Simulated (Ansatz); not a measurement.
Ga2O3:

```
Ga O
1.0
     6.10700   -1.51855    0.00000
     6.10700    1.51855    0.00000
    -1.38599    0.00000    5.63001
Ga O
4 6
Direct
  0.34134 0.34134 0.68598
  0.65866 0.65866 0.31402
  0.90950 0.90950 0.20540
  0.09050 0.09050 0.79460
  0.50410 0.50410 0.74340
  0.49590 0.49590 0.25660
  0.82670 0.82670 0.43680
  0.17330 0.17330 0.56320
  0.83550 0.83550 0.89020
  0.16450 0.16450 0.10980
```

| Property | Result |
| --- | --- |
| Program | Ansatz 0.2.0 |
| Task | relaxation of cell and atoms |
| Functional | PBE |
| Dispersion | D3(BJ) |
| Potentials or basis | Ansatz PAW |
| Cutoff | 420 eV (not typed: the program's choice for these potentials) |
| k mesh | 9 × 9 × 5 |
| Occupations | fermi-dirac, width 0.05 eV |
| Spin | no spin polarisation |

At the start: volume 10.44 Å³/atom.

Task: Where does the relaxation end?

Result: It ends after 9 steps and the volume is 10.76 Å³/atom (+3.1 %); space group C2/m (No. 12, to 0.05 Å).

Step by step:
```
step  energy change (eV)  largest force (eV/Å)  volume (Å³)
   1              0.0000                0.2208       104.42
   2             -0.0434                0.1187       106.26
   3             -0.0496                0.0221       107.48
   4             -0.0496                0.0145       107.52
   5             -0.0497                0.0240       107.48
   6             -0.0498                0.0015       107.49
   7             -0.0665                0.0023       107.49
   8             -0.0659                0.0019       107.64
   9             -0.0666                0.0019       107.64
```

Final structure:
```cif
data_structure
_symmetry_space_group_name_H-M 'P 1'
_symmetry_Int_Tables_number 1
_cell_length_a 6.3638
_cell_length_b 6.3638
_cell_length_c 5.8487
_cell_angle_alpha 103.290
_cell_angle_beta 103.290
_cell_angle_gamma 27.889
_cell_volume 107.64
loop_
_atom_site_label
_atom_site_type_symbol
_atom_site_fract_x
_atom_site_fract_y
_atom_site_fract_z
_atom_site_occupancy
Ga1 Ga 0.34116 0.34116 0.68624 1
Ga2 Ga 0.65884 0.65884 0.31376 1
Ga3 Ga 0.90952 0.90952 0.20484 1
Ga4 Ga 0.09048 0.09048 0.79516 1
O1 O 0.50378 0.50378 0.74438 1
O2 O 0.49622 0.49622 0.25562 1
O3 O 0.82684 0.82684 0.43721 1
O4 O 0.17316 0.17316 0.56279 1
O5 O 0.83442 0.83442 0.89101 1
O6 O 0.16558 0.16558 0.10899 1
```

Caveat: the plane-wave basis is chosen anew once the cell has moved, so the energies of steps on either side of that aren't comparable; the pressure holds a Pulay correction of +0.8 GPa for the finite cutoff.
